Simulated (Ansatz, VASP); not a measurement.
## KMgF3: VASP beside Ansatz

```
K Mg F
1.0
     3.98590    0.00000    0.00000
     0.00000    3.98590    0.00000
     0.00000    0.00000    3.98590
K Mg F
1 1 3
Direct
  0.44982 0.47491 0.50000
  0.00000 0.00000 0.00000
  0.50000 0.00000 0.00000
  0.00000 0.50000 0.00000
  0.00000 0.00000 0.50000
```

Alike in both runs: task single point; functional PBE; k mesh 6 × 6 × 6; occupations gaussian, width 0.05 eV; no spin polarisation.

|  | VASP | Ansatz |
| --- | --- | --- |
| version | VASP 6.6.1 | Ansatz 0.2.0 |
| potentials or method | VASP PAW PBE potentials, release 64 (K_sv, Mg, F) | scalar-relativistic, plane waves, PAW |
| plane-wave cutoff (eV) | 520 | 420 |
| valence electrons in the cell | 32 | 40 |

```csv
,VASP,Ansatz,Ansatz less VASP
gap on the k mesh at the Fermi level (eV),7.31,7.34,+0.029
least direct gap on the mesh (eV),7.63,7.66,+0.028
pressure (GPa),4.0,4.4,+0.40
largest component of the traceless stress (GPa),0.46,0.45,-0.011
rms of the force components (eV/Å),0.181,0.176,-0.0052
```

Atom by atom the forces differ by 0.006 eV/Å (rms over components). The two sets of potentials don't hold the same shells in valence.

A k mesh can miss the band edges.
